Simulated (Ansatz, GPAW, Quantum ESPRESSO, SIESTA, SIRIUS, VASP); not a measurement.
One calculation of InAs, 6 ways

```
In As
1.0
     0.00000    3.01800    3.01800
     3.01800    0.00000    3.01800
     3.01800    3.01800    0.00000
In As
1 1
Direct
  0.00000 0.00000 0.00000
  0.75000 0.75000 0.75000
```

Alike in all runs: task single point; functional PBEsol; k mesh 8 × 8 × 8; occupations fermi-dirac, width 0.05 eV; no spin polarisation; no spin-orbit coupling. Pressure is positive in compression and, in plane waves, holds the error of the finite cutoff.

| program and potentials | plane-wave cutoff (eV) | notes | band gap (eV) | pressure (GPa) |
| --- | --- | --- | --- | --- |
| VASP, PBE PAW files As, In_d, 520 eV | 520 | potentials made for PBE; 9 valence electrons an atom on average | no gap | 1.61 |
| Ansatz, all-electron LAPW, scalar-relativistic | - | - | ? | ? |
| Quantum ESPRESSO, GBRV 1.5 PBEsol | 762 | 9 valence electrons an atom on average | no gap | 1.51 |
| SIRIUS, PseudoDojo 0.4.1 PBEsol standard (scalar relativistic) | 1152 | 14 valence electrons an atom on average | 0.00 | 1.62 |
| SIESTA, files PseudoDojo sr-pbesol-0.4.1-standard, DZP (energy shift 0.003 Ry; two zetas on semicore shells) | - | atomic basis; 14 valence electrons an atom on average | no gap | 1.71 |
| GPAW, PAW data sets generated for this functional | 600 | 9 valence electrons an atom on average | no gap | 1.31 |

**Question.** Estimate from the other rows what the run with Ansatz, all-electron LAPW, scalar-relativistic gave.

**Answer.** No band gap; pressure 1.52 GPa. The other rows, which needn't bracket it: band gap 0.00; pressure 1.31 to 1.71.
